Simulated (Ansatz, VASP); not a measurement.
Two plane-wave programs on Co

```
CELL_PARAMETERS angstrom
0.00000 1.77205 1.77205
1.77205 0.00000 1.77205
1.77205 1.77205 0.00000
ATOMIC_POSITIONS crystal
Co 0.00000 0.00000 0.00000
```

Alike in both runs: task single point; functional r2SCAN; k mesh 13 × 13 × 13; occupations fermi-dirac, width 0.003 eV; collinear spin.

|  | VASP | Ansatz |
| --- | --- | --- |
| version | VASP 6.6.1 | Ansatz 0.2.0 |
| potentials or method | VASP PAW PBE potentials, release 64 (Co) | PAW, plane waves, scalar-relativistic |
| plane-wave cutoff (eV) | 520 | 500 |
| valence electrons in the cell | 9 | 17 |

```tsv
	VASP	Ansatz	Ansatz less VASP
pressure (GPa)	-4.8	-4.6	+0.16
net moment per atom (μB)	1.85	1.89	+0.042
size of the moment on the site where the two differ most (μB)	1.91	2.00	+0.094
```

Site moments also hang on the region over which each program counts them. With one functional, cell and mesh, what is left measures potentials, basis and numerics. The two sets of potentials don't hold the same shells in valence. Ansatz warned: «stability_check_not_made».

Caveats: the PAW data sets were made with another functional, which shifts forces and pressure a little (VASP).
